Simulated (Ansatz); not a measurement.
Runs of Ansatz 0.2.0 on Si. The structure is tetragonal, space group I4/mmm (No. 139). The conventional cell has a = 3.254 Å, b = 3.254 Å, c = 2.641 Å, α = 90.00°, β = 90.00°, γ = 90.00°. Si (site symmetry 4/mmm) has 10 Si at 2.64 to 2.65 Å as nearest neighbours. This isn't the form of Si at room conditions, which is diamond.

```tsv
task	level	cell	smearing	points for each segment of the path	gap on the mesh (eV)	pressure (GPa)	relaxed volume (Å³/atom)
single point	PBE	as given	gaussian 0.023 eV	-	none	3.4	-
single point	PBE	as given	gaussian 0.018 eV	-	none	3.4	-
single point	PBE	as given	gaussian 0.025 eV	-	none	3.4	-
band structure	BLYP	as given	fermi-dirac 0.05 eV	14	none	12.4	-
relaxation of cell and atoms	BLYP	relaxed	fermi-dirac 0.05 eV	-	none	0.0	16.57
relaxation of cell and atoms	RPBE+D3(BJ)	relaxed	fermi-dirac 0.05 eV	-	none	0.0	11.58
relaxation of cell and atoms	revPBE	relaxed	fermi-dirac 0.05 eV	-	none	0.0	(b)
relaxation of cell and atoms	PBE+D3(BJ)	relaxed	fermi-dirac 0.05 eV	-	none	0.0	13.77
single point	PBE	as given	gaussian 0.027 eV	-	none	3.4	-
relaxation of cell and atoms	PBE+D4	relaxed	fermi-dirac 0.05 eV	-	none	0.0	13.82
relaxation of cell and atoms	PBEsol+D4	relaxed	fermi-dirac 0.05 eV	-	none	0.0	(a)
single point	PBE	as given	gaussian 0.022 eV	-	none	3.4	-
```

Alike in all rows: potentials or basis Ansatz PAW; no spin polarisation; k mesh 13 × 13 × 13; cutoff (eV) 420.

**Question.** Estimate the missing entries.

**Answer.** (a) 13.76; (b) 14.65.

Caveats: the plane-wave basis is chosen anew once the cell has moved, so the energies of steps on either side of that aren't comparable (some runs); the PAW data sets come from PBE, with cores solved anew for the run's functional, which leaves a small shift of forces and pressure (some runs); pairwise dispersion overbinds metals, which lowers pressure and volume (some runs); the volume moved by over 15 % at a fixed basis, so the end points are rough (some runs).

A gap of «none» marks a metal or a gap under the smearing width.
